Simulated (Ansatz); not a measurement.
Crystal: AlPt.

```xyz
2
Lattice="3.0915 0.0000 0.0000 0.0000 3.0915 0.0000 0.0000 0.0000 3.0915" Properties=species:S:1:pos:R:3 pbc="T T T"
Pt    1.5458    1.5458    1.5458
Al    0.0000    0.0000    0.0000
```

Measurements of this composition are mostly on another form, of space group No. 198.

| Property | Result |
| --- | --- |
| Program | Ansatz 0.2.0 |
| Task | relaxation of cell and atoms |
| Functional | PBEsol |
| Dispersion | D3(BJ)-ATM |
| Potentials or basis | Ansatz PAW |
| Cutoff | 420 eV (not typed: the program's choice for these potentials) |
| k mesh | 9 × 9 × 9 |
| Occupations | fermi-dirac, width 0.05 eV |
| Spin | no spin polarisation |

At the start: volume 14.77 Å³/atom.

Question: Where does the relaxation end?

Answer: It ends after 5 steps and the volume is 14.00 Å³/atom (-5.2 %); space group Pm-3m (No. 221, to 0.05 Å).

The path:
| step | energy change (eV) | largest force (eV/Å) | volume (Å³) |
| --- | --- | --- | --- |
| 1 | 0.0000 | 0.0000 | 29.55 |
| 2 | -0.0195 | 0.0000 | 26.86 |
| 3 | -0.0528 | 0.0000 | 28.11 |
| 4 | -0.0531 | 0.0000 | 28.00 |
| 5 | -0.0526 | 0.0000 | 28.00 |

Final structure:
```
Pt Al
1.0
     3.03651    0.00000    0.00000
     0.00000    3.03651    0.00000
     0.00000    0.00000    3.03651
Pt Al
1 1
Direct
  0.50000 0.50000 0.50000
  0.00000 0.00000 0.00000
```

Caveat: the plane-wave basis is chosen anew once the cell has moved, so the energies of steps on either side of that aren't comparable; pairwise dispersion overbinds metals, which lowers pressure and volume; the PAW data sets come from PBE, with cores solved anew for the run's functional, which leaves a small shift of forces and pressure.
